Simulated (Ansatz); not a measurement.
**Field gradients against strain in NaI**

```yaml
crystal:
  lattice:
    - [0.00000, 3.23640, 3.23640]
    - [3.23640, 0.00000, 3.23640]
    - [3.23640, 3.23640, 0.00000]
  atoms:
    - { symbol: Na, position: [0.00000, 0.00000, 0.00000] }
    - { symbol: I, position: [0.50000, 0.50000, 0.50000] }
```

Atom numbers follow the list: Na1, I2.

The cell is COD entry 9008681, as deposited and not checked against the literature; nothing was relaxed.

All numbers below come from DFT, LDA, all-electron PAW with datasets made for the crystal, scalar-relativistic (Ansatz 0.2.0).

The runs use a Γ-centred 8×8×8 k mesh, Fermi–Dirac smearing of 0.02 eV, cutoff 260 eV (chosen by the program for this cell), no spin polarisation.

The strain is applied along the Cartesian axes of the cell as listed (the other components stay zero). Fractional coordinates are held (clamped ions).

The columns are Cartesian components of the electric field gradient at the nuclei, in 10²¹ V/m².

Spin–orbit coupling is left out, which moves gradients at and beside heavy atoms by some per cent and at worst by a factor of two.

Only quantities that a quadratic follows smoothly over the whole series are listed; rougher ones are left out.

```tsv
εzz	Vzz at Na1	Vzz at I2
-0.0200	-0.13	0.19
-0.0100	-0.06	0.11
0.0000	0.00	0.00
0.0200	0.11	-0.31
```

Task: Fit the series and give the gradient–strain slopes.

Result: Least-squares fits y = p0 + p1 x + p2 x² to the rows give Vzz at Na1: p1 = 5.98, p2 = -27; Vzz at I2: p1 = -12.5, p2 = -150. The slopes p1 are in 10²¹ V/m² per unit strain, for clamped ions.

Task: One run, at εzz = 0.0100, is withheld. Predict its row.

Result: The fits give 0.06, -0.14; the run gave 0.06, -0.14.
